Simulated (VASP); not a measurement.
Here is a VASP 6.6.1 calculation.

Contents of INCAR:

```
ALGO     = Normal         # electronic algorithm
EDIFF    = 1E-6           # SCF threshold, eV
EDIFFG   = -0.01          # ionic threshold
ENCUT    = 600            # plane-wave cutoff, eV
GGA      = PS             # functional
IBRION   = 2              # ionic algorithm
ISIF     = 3              # what is computed and relaxed
ISMEAR   = -1             # smearing method
KPAR     = 4            
LASPH    = T              # aspherical terms in the spheres
LCHARG   = F              # write CHGCAR
LREAL    = F              # projectors in reciprocal space
LWAVE    = F              # write WAVECAR
NELM     = 100            # most SCF steps
NSW      = 60             # ionic steps
PREC     = Accurate       # precision mode
PSTRESS  = 200          
SIGMA    = 0.05           # smearing width, eV
```

Contents of KPOINTS:

```
k-points
0
Gamma
  8 8 2
```

File POSCAR:

```
SiC                                     
1.0
    3.0800045318      0.0000000000      0.0000000000
   -1.5400022659      2.6673621683      0.0000000000
    0.0000000000     -0.0000000000     15.1099540968
  Si              C             
     6     6
Direct
     0.0000000000000000    0.0000000000000000    0.9999574891359602
     0.3333333332999970    0.6666666667000030    0.1666788858579477
     0.6666666667000030    0.3333333332999970    0.3331813271086604
     0.0000000000000000    0.0000000000000000    0.4999574891359602
     0.6666666667000030    0.3333333332999970    0.6666788858579477
     0.3333333332999970    0.6666666667000030    0.8331813271086604
     0.0000000000000000    0.0000000000000000    0.1253136265324913
     0.3333333332999970    0.6666666667000030    0.2916884226731416
     0.6666666667000030    0.3333333332999970    0.4581802486917987
     0.0000000000000000    0.0000000000000000    0.6253136265324915
     0.6666666667000030    0.3333333332999970    0.7916884226731417
     0.3333333332999970    0.6666666667000030    0.9581802486917987
```

Potentials or basis: VASP PAW PBE potentials, release 64 (Si, C).

The run is started by

```bash
$ cat potpaw_PBE.64/Si/POTCAR potpaw_PBE.64/C/POTCAR > POTCAR
$ mpirun -np 4 vasp_std > vasp.out
```

Predict the relaxed volume.

9.57 Å³/atom.

Predict the space group after relaxing (to 0.05 Å).

P6_3mc (No. 186).

Predict the relaxed cell.

a = 3.001 Å, b = 3.001 Å, c = 14.722 Å, α = 90.00°, β = 90.00°, γ = 120.00°.

Final structure:
```
Si C
1.0
     3.00133    0.00000    0.00000
    -1.50066    2.59923    0.00000
     0.00000    0.00000   14.72188
Si C
6 6
Direct
  0.00000 0.00000 0.99999
  0.33333 0.66667 0.16667
  0.66667 0.33333 0.33317
  0.00000 0.00000 0.49999
  0.66667 0.33333 0.66667
  0.33333 0.66667 0.83317
  0.00000 0.00000 0.12530
  0.33333 0.66667 0.29169
  0.66667 0.33333 0.45818
  0.00000 0.00000 0.62530
  0.66667 0.33333 0.79169
  0.33333 0.66667 0.95818
```

Caveat: the cell is relaxed towards a set pressure, so the enthalpy falls and the energy may rise; the PAW data sets were made with another functional, which shifts forces and pressure a little.
